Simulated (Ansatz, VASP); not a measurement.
# Two plane-wave programs on Al2O3

```
Al O
1.0
     2.88432    0.00000    0.00000
    -1.44216    2.49790    0.00000
     0.00000    0.00000    9.33675
Al O
2 3
Direct
  0.00000 0.00000 0.14999
  0.00000 0.00000 0.85001
  0.33333 0.66667 0.22232
  0.66667 0.33333 0.00000
  0.33333 0.66667 0.77768
```

Measurements of this composition are mostly on another form, of space group No. 167.

Alike in both runs: task single point; functional LDA; k mesh 12 × 12 × 4; occupations gaussian, width 0.05 eV; no spin polarisation.

```csv
,VASP,Ansatz
version,VASP 6.6.1,Ansatz 0.2.0
potentials or method,"VASP PAW LDA potentials, release 64 (Al, O)","scalar-relativistic, plane waves, PAW"
plane-wave cutoff (eV),520,420
valence electrons in the cell,24,24
```

VASP gave:

- gap on the k mesh at the Fermi level (eV): 4.74
- least direct gap on the mesh (eV): 4.99
- pressure (GPa): -6.4
- largest component of the traceless stress (GPa): 1.40
- rms of the force components (eV/Å): 0.182

Problem. Which values does Ansatz return?

Solution. gap on the k mesh at the Fermi level (eV): 4.76; least direct gap on the mesh (eV): 5.01; pressure (GPa): -7.0; largest component of the traceless stress (GPa): 1.90; rms of the force components (eV/Å): 0.192.

Atom by atom the forces differ by 0.010 eV/Å (rms over components).

A k mesh can miss the band edges. As with any semilocal functional, this LDA gap is likely too small.
